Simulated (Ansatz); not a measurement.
The crystal is HfS2 (layers cut from the bulk crystal).

The cell holds 6 atoms: 4 S and 2 Hf. Its edges and angles: a = 3.616 Å, b = 3.616 Å, c = 40.600 Å, α = 90.0°, β = 90.0°, γ = 120.0°. It derives from HfS2. Regions: layer 1, 3 atoms (2 S and 1 Hf); layer 2, 3 atoms (2 S and 1 Hf). Vacuum lies along c.

```xyz
6
Lattice="3.6161 0.0000 0.0000 -1.8080 3.1316 0.0000 0.0000 0.0000 40.6000" Properties=species:S:1:pos:R:3
S     0.0000    2.0877   15.9512
Hf    0.0000    0.0000   17.4067
S     1.8080    1.0439   18.8593
S     0.0000    2.0877   21.7407
Hf    0.0000    0.0000   23.1933
S     1.8080    1.0439   24.6488
```

The structure was relaxed with PBE-D3(BJ). At the settings of the band run the largest force is still 0.08 eV/Å. The runs that relaxed it are not among those shown. Spin-orbit coupling is left out unless a run names it.

Gaps computed with Ansatz 0.2.0 without a self-energy: PBE 1.14 eV and PBE+SOC 1.07 eV.

Q: Estimate the G0W0@PBE gap with 6×6×1 mesh, 369 empty bands, screening to 50 eV, PAW set soft_1 files.

About 2.05 eV: on its mesh the run moves the gap from 1.14 eV by +0.91 eV. Spin-orbit coupling is not in that value; its −0.06 eV at the PBE level would bring it to about 1.98 eV. Bands and cutoff are finite, so the gap is not at the basis limit. The miss can reach some tenths of an eV and take either sign; the mesh is an error of its own. The mesh in the plane is coarse for a sheet; gap and any exciton binding can still move on denser ones. The many-body steps are scalar-relativistic: spin-orbit coupling is not in them.

[Paths, hosts, dates, memory and timing lines, banners, echoed tables and standing remarks are left out of the program output.]

[Logs are printed without paths, hosts, clocks, repeated set-up lines and the standing remarks that a program may print on its own settings, such as how far it seeks lower states.]

[Runs of the session that timed out or met a known fault of the program may be left out.]

[Cells called generated may have been cut or substituted from an entry of the Crystallography Open Database or the Materials Project.]

[Hosts, paths, dates, database ids (printed as entryN), source tags and the programs' standing remarks are cut or masked in the printed files.]
